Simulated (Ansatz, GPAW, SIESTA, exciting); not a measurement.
## One calculation of Pd, 4 ways

```
CELL_PARAMETERS angstrom
-1.59918 1.54912 1.62845
1.60297 -1.50854 1.59166
1.57790 1.48727 -1.58787
ATOMIC_POSITIONS crystal
Pd 0.01291 0.99896 0.98783
```

This isn't the form of Pd at room conditions, which is fcc.

The given cell was strained at random by a few per cent at fixed volume.

Alike in all runs: task single point; functional PBEsol; k mesh 12 × 12 × 12; occupations fermi-dirac, width 0.05 eV; no spin polarisation; no spin-orbit coupling. Pressure is positive in compression and, in plane waves, holds the error of the finite cutoff.

```tsv
program and potentials	plane-wave cutoff (eV)	notes	band gap (eV)	pressure (GPa)	energy over the undisturbed cell (meV/atom)
Ansatz, all-electron LAPW, scalar-relativistic	-	-	no gap	-9.95	-
GPAW, PAW data sets generated for this functional	600	16 valence electrons an atom on average	no gap	-9.52	0.12
exciting, all-electron LAPW+lo, shipped species files, valence relativity iora*	-	-	no gap	-	0.47
SIESTA, files PseudoDojo sr-pbesol-0.4.1-standard, DZP (energy shift 0.003 Ry; two zetas on semicore shells)	-	atomic basis; 18 valence electrons an atom on average	no gap	-8.98	1.13
```

None finds a gap. The pressure spans -9.95 (Ansatz, all-electron LAPW, scalar-relativistic) to -8.98 GPa (SIESTA, files PseudoDojo sr-pbesol-0.4.1-standard, DZP (energy shift 0.003 Ry; two zetas on semicore shells)), with all-electron results at -9.95. Rows in atomic bases carry the error of their basis and grid, which can be large.

Differences between rows come from potentials, basis sets and numerical settings, since the functional is the same but for its coding. Runs on potential files found faulty are left out.
